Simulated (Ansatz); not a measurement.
An Ansatz input:

```yaml
crystal:
  lattice:
    - [5.5265768584, 3.1907706369, 1.8699816938]
    - [-5.5265768584, 3.1907706369, 1.8699816938]
    - [0.0, -6.3815412738, 1.8699816937]
  atoms:
    - { symbol: Se, position: [0.2658269698, 0.1381413267, 0.8857777109] }
    - { symbol: Se, position: [0.8857777109, 0.2658269698, 0.1381413267] }
    - { symbol: Se, position: [0.1381413267, 0.8857777109, 0.2658269698] }
    - { symbol: Se, position: [0.7341730302, 0.8618586733, 0.1142222891] }
    - { symbol: Se, position: [0.1142222891, 0.7341730302, 0.8618586733] }
    - { symbol: Se, position: [0.8618586733, 0.1142222891, 0.7341730302] }
hamiltonian:
  xc: pbe
  pseudopotentials:
    kind: paw
    azcp:
      Se: "pseudopotentials/Se.paw.azcp"
basis:
  ecutwfc: 420
  fft_grid_basis: typed
kpoints:
  mp_grid: { grid: [6, 6, 6], shift: [0, 0, 0] }
magnetization:
  spin_polarized: false
scf:
  occupations: { method: fermi_dirac, width: 0.05 }
```

Output

```
Engine: ansatz 0.2.0, x86_64-unknown-linux-gnu
Pseudopotentials: kind: paw
Pseudopotential: Se, paw, valence charge 16, recommended cutoff 420 eV (normal) 
Functional definition: PBE
  parameter kappa = 0.804
  parameter beta = 0.06672455060314922
  exchange = pbe_x(kappa = kappa, mu = beta*pi^2/3)
  correlation = pbe_c(beta = beta)
Crystal: 6 atoms, lattice volume = 197.852 Å³
Basis set: ecut = 420 eV, 3895 PW (Γ)
Bands: 54, of which v1, the nominal top of the filled ones, is band 48 counted from 1 (47 counted from 0)
Symmetry: 6 space group operations
Space group: R-3 (ITA 148), of the structure as read, at distance tolerance 5.8e-5 Å
k-points: 40 of 216
Non-local potential: Se, projectors of the file, l = 0: 2, l = 1: 2, l = 2: 3, l = 3: 1
PAW form: soft (Blöchl's): semilocal exchange-correlation on the pseudo side does not see the compensation charge
PAW one-centre angular grid: Se, 590 points (default); XC on 64 Gauss nodes
Initial density: superposition of atomic densities (neutral atoms: chi_scale 0, normalization atom), corrected by the library's trained network
Initial wavefunctions: pseudopotential atomic-orbital guess
Functional: x = pbe(κ = 0.804, μ = 0.2195149727645171), c = pbe(β = 0.06672455060314922)
SCF iter   1: F=—  HF=-32814.351129 eV  |F-HF|=—  |Δ(HF+E_count)|=         —  Δρ=1.94e-3  dr2=7.62e-3  ethr=1.77e-3  ⟨swp⟩=6.3  Hψ=7951  notcnv=0
SCF iter   2: F=—  HF=-32814.351169 eV  |F-HF|=—  |Δ(HF+E_count)|=   4.00e-5  Δρ=1.04e-3  dr2=2.07e-3  ethr=7.94e-6  ⟨swp⟩=2.0  Hψ=4480  notcnv=0
SCF iter   3: F=—  HF=-32814.352007 eV  |F-HF|=—  |Δ(HF+E_count)|=   8.38e-4  Δρ=2.28e-4  dr2=1.68e-4  ethr=2.15e-6  ⟨swp⟩=3.0  Hψ=4060  notcnv=0
SCF iter   4: F=—  HF=-32814.352010 eV  |F-HF|=—  |Δ(HF+E_count)|=   3.30e-6  Δρ=1.14e-4  dr2=6.32e-5  ethr=1.75e-7  ⟨swp⟩=2.0  Hψ=4060  notcnv=0
SCF iter   5: F=—  HF=-32814.352047 eV  |F-HF|=—  |Δ(HF+E_count)|=   3.63e-5  Δρ=3.91e-5  dr2=7.82e-6  ethr=6.58e-8  ⟨swp⟩=3.0  Hψ=4060  notcnv=0
SCF iter   6: F=—  HF=-32814.352055 eV  |F-HF|=—  |Δ(HF+E_count)|=   8.68e-6  Δρ=1.24e-5  dr2=5.83e-7  ethr=8.15e-9  ⟨swp⟩=3.0  Hψ=4124  notcnv=0
SCF iter   7: F=-32814.352057 eV  HF=-32814.352057 eV  |F-HF|=8.62e-8  |Δ(HF+E_count)|=   1.28e-6  Δρ=3.09e-6  dr2=3.08e-8  ethr=1.04e-10  ⟨swp⟩=3.0  Hψ=5534  notcnv=0
SCF 1 converged in 7 iterations: F = -32814.352057 eV  dr2 = 3.08e-8
SCF converged after 7 iterations
Free energy (F): -32814.352057 eV
Harris-Foulkes:  -32814.352057 eV  (|F-HF|=8.62e-8)
Internal energy: -32814.352057 eV  (E = F + TS)
E sigma→0 (E₀):  -32814.352057 eV
Entropy (-TS):   -0.000000 eV (-0.000 meV/atom)
Fermi energy:    5.035470 eV
--- Per-component energies (eV) ---
  E_band       = -2653.027901
  E_kinetic    = 700.873034
  E_local      = -17605.981638  (includes V_loc(G=0)·N_el)
  E_nonlocal   = -3566.512583
  E_hartree    = 8547.891824
  E_xc         = -620.105757
  E_vxc        = -581.839640  (∫ρ·V_xc dr)
  E_paw        = -11472.274524  (= ΣΔE_a)
  E_vpaw       = 1304.652794  (= ΣTr[D̂ρ^β])
  E_aug_tail   = -0.003593  (compensation charges beyond the density's cutoff)
  E_ewald      = -8798.238820
  E_smearing   = -0.000000  (= −TS)
  E_closure    = 0.000000  (closes the sum)
  Σ components = -32814.352057   (vs F -32814.352057, Δ=0.00e0)
```
